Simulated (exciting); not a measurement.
An input for exciting (release sodium) (Sn):

input.xml

```xml
<input>
  <title>Sn</title>
  <structure speciespath="./" tshift="false">
    <crystal scale="1">
      <basevect>-3.573733394099 3.586308557698 3.539835373491</basevect>
      <basevect>3.585020784933 -3.631179084075 3.595993309600</basevect>
      <basevect>3.558817256674 3.616262946650 -3.584705899869</basevect>
    </crystal>
    <species speciesfile="Sn.xml" rmt="2.3">
      <atom coord="0.000000000000 0.000000000000 0.000000000000"/>
    </species>
  </structure>
  <groundstate do="fromscratch" ngridk="6 6 6" rgkmax="8" gmaxvr="14" lmaxapw="10" lmaxmat="10" lmaxvr="8" xctype="GGA_PBE_SOL" stype="Fermi Dirac" swidth="0.00036749" nempty="36" ValenceRelativity="iora*" epsengy="1e-05" epspot="1e-05" maxscl="50" outputlevel="normal" mixer="lin" beta0="2" betadec="1">
    <spin spinorb="true"/>
  </groundstate>
  <properties>
    <bandstructure>
      <plot1d>
        <path steps="80">
          <point coord="0 0.5 -0.5" label="X"/>
          <point coord="0 0 0" label="G"/>
          <point coord="0.5 -0.5 0" label="Y" breakafter="true"/>
          <point coord="0.5 0 -0.5" label="L"/>
          <point coord="0 0 0" label="G"/>
          <point coord="-0.5 0 0" label="Z" breakafter="true"/>
          <point coord="-0.5 0.5 -0.5" label="N"/>
          <point coord="0 0 0" label="G"/>
          <point coord="0 -0.5 0" label="M" breakafter="true"/>
          <point coord="0 0 -0.5" label="R"/>
          <point coord="0 0 0" label="G"/>
        </path>
      </plot1d>
    </bandstructure>
    <DFTD2/>
  </properties>
</input>
```

Potentials or basis: all-electron LAPW+lo, shipped species files, valence relativity iora*.

The run is started by

```console
$ OMP_NUM_THREADS=1 exciting_smp
```

Question: What does the program do with it?

Answer: The run stopped without a result. It printed:

Output:

```text
================================================================================
EXCITING SODIUM started
All units are atomic (Hartree, Bohr, etc.)
================================================================================

********************************************************************************
* Ground-state run starting from atomic densities                              *
********************************************************************************

++++++++++++++++++++++++++++++++++++++++++++++++++++++++++++++++++++++++++++++++
[... 361 lines left out ...]
     total moment                 :     0.00074887     0.00096179    -0.00135362

 Estimated fundamental gap                  :         0.06551494
        valence-band maximum at    1      0.0000  0.0000  0.0000
     conduction-band minimum at  112      0.5000  0.5000  0.5000

 RMS change in effective potential (target) :   3.10208      ( 0.100000E-04)
 Absolute change in total energy   (target) :   978.391      ( 0.100000E-04)
 Charge distance                   (target) :  0.611919      ( 0.100000E-04)

++++++++++++++++++++++++++++++++++++++++++++++++++++++++++++++++++++++++++++++++
+ SCF iteration number :    9                                                  +
++++++++++++++++++++++++++++++++++++++++++++++++++++++++++++++++++++++++++++++++
```

On the terminal:

```text
Note: The following floating-point exceptions are signalling: IEEE_INVALID_FLAG IEEE_UNDERFLOW_FLAG IEEE_DENORMAL

Error(genlofr): degenerate local-orbital radial functions
 for species    1
 atom    1
 and local-orbital    4
 ZGESV returned INFO =        3

exciting has terminated
```
